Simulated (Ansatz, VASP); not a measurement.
## Ti in VASP and in Ansatz

```xyz
3
Lattice="4.2829 0.0000 0.0000 -2.1415 3.7091 0.0000 0.0000 0.0000 2.6809" Properties=species:S:1:pos:R:3 pbc="T T T"
Ti    0.0000    0.0000    0.0000
Ti    0.0000    2.4727    1.3405
Ti    2.1415    1.2364    1.3405
```

Alike in both runs: functional LDA; k mesh 9 × 9 × 12; occupations fermi-dirac, width 0.05 eV; no spin polarisation.

Ansatz relaxed the structure, and its values are those at the end. VASP's run is a single point on that final structure, the one shown.

|  | VASP | Ansatz |
| --- | --- | --- |
| version | VASP 6.6.1 | Ansatz 0.2.0 |
| potentials or method | VASP PAW LDA potentials, release 64 (Ti_sv), cutoff 520 eV | all-electron LAPW, scalar-relativistic |

|  | VASP | Ansatz | Ansatz less VASP |
| --- | --- | --- | --- |
| pressure (GPa) | 16.7 | 17.0 | +0.29 |

Ansatz ran all-electron here, so the differences hold the error of VASP's frozen core and of both bases.

Caveats: so large a pressure means that the cell lies far from this level's equilibrium, or that cutoff or potentials fall short (VASP).
